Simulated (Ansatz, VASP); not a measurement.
# KF in VASP and in Ansatz

```
K F
1.0
     3.09865    0.00000    0.00000
     0.00000    3.09865    0.00000
     0.00000    0.00000    3.09865
K F
1 1
Cartesian
  0.0000 0.0000 0.0000
  1.5493 1.5493 1.5493
```

Alike in both runs: task single point; functional LDA; k mesh 8 × 8 × 8; no spin polarisation.

|  | VASP | Ansatz |
| --- | --- | --- |
| version | VASP 6.6.1 | Ansatz 0.2.0 |
| potentials or method | VASP PAW LDA potentials, release 64 (K_sv, F), cutoff 520 eV | all-electron LAPW, scalar-relativistic |
| occupations | gaussian, width 0.01 eV | fixed |

```tsv
	VASP	Ansatz	Ansatz less VASP
gap on the k mesh at the Fermi level (eV)	7.07	7.08	+0.007
pressure (GPa)	-0.4	-0.7	-0.30
```

Ansatz ran all-electron here, so the differences hold the error of VASP's frozen core and of both bases.

A k mesh can miss the band edges.
